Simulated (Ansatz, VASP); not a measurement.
## Two plane-wave programs on SiC

The input INCAR:

```
SYSTEM = SiC
PREC = Accurate
ENCUT = 520
EDIFF = 1E-7
ISMEAR = 0
SIGMA = 0.05
LREAL = .False.
LASPH = .True.
NELM = 60
ALGO = Normal
ISIF = 2
LWAVE = .False.
LCHARG = .False.
GGA = PE
NBANDS = 16
```

Contents of KPOINTS:

```
Automatic mesh
0
Gamma
  12 12 6
  0 0 0
```

File POSCAR:

```
SiC
1.0
    3.0759982064      0.0000000000      0.0000000000
   -1.5379991032      2.6638925888      0.0000000000
    0.0000000000      0.0000000000      5.0480000000
Si C
2 2
Direct
    0.3333333333      0.6666666667      0.0000000000
    0.6666666667      0.3333333333      0.5000000000
    0.3333333333      0.6666666667      0.3850000000
    0.6666666667      0.3333333333      0.8850000000
```

Input for Ansatz:

```yaml
crystal:
  lattice:
    - [3.0759982064, 0.0, 0.0]
    - [-1.5379991032, 2.6638925888, 0.0]
    - [0.0, 0.0, 5.048]
  atoms:
    - { symbol: Si, position: [0.3333333333, 0.6666666667, 0.0] }
    - { symbol: Si, position: [0.6666666667, 0.3333333333, 0.5] }
    - { symbol: C, position: [0.3333333333, 0.6666666667, 0.385] }
    - { symbol: C, position: [0.6666666667, 0.3333333333, 0.885] }
basis:
  ecutwfc: 420
kpoints:
  mp_grid: { grid: [12, 12, 6] }
hamiltonian:
  xc: pbe
scf:
  occupations: { method: gaussian, width: 0.05 }
output:
  forces: true
  stress: true
  eigenvalues: true
  write_density: true
  write_potential: true
  elf: true
  volumetric_format: npy
```

Alike in both runs: task single point; functional PBE; k mesh 12 × 12 × 6; occupations gaussian, width 0.05 eV; no spin polarisation.

```csv
,VASP,Ansatz
version,VASP 6.6.1,Ansatz 0.2.0
potentials or method,"VASP PAW PBE potentials, release 64 (Si, C)","scalar-relativistic, plane waves, PAW"
plane-wave cutoff (eV),520,420
valence electrons in the cell,16,16
```

|  | VASP | Ansatz | Ansatz less VASP |
| --- | --- | --- | --- |
| gap on the k mesh at the Fermi level (eV) | 2.32 | 2.33 | +0.002 |
| least direct gap on the mesh (eV) | 4.08 | 4.08 | +0.004 |
| pressure (GPa) | 3.6 | 3.7 | +0.06 |
| largest component of the traceless stress (GPa) | 3.23 | 3.24 | +0.017 |
| rms of the force components (eV/Å) | 0.435 | 0.435 | 0.0000 |

Atom by atom the forces differ by 0.000 eV/Å (rms over components).

A k mesh can miss the band edges. A hybrid or GW would open this gap; PBE tends to underestimate it.
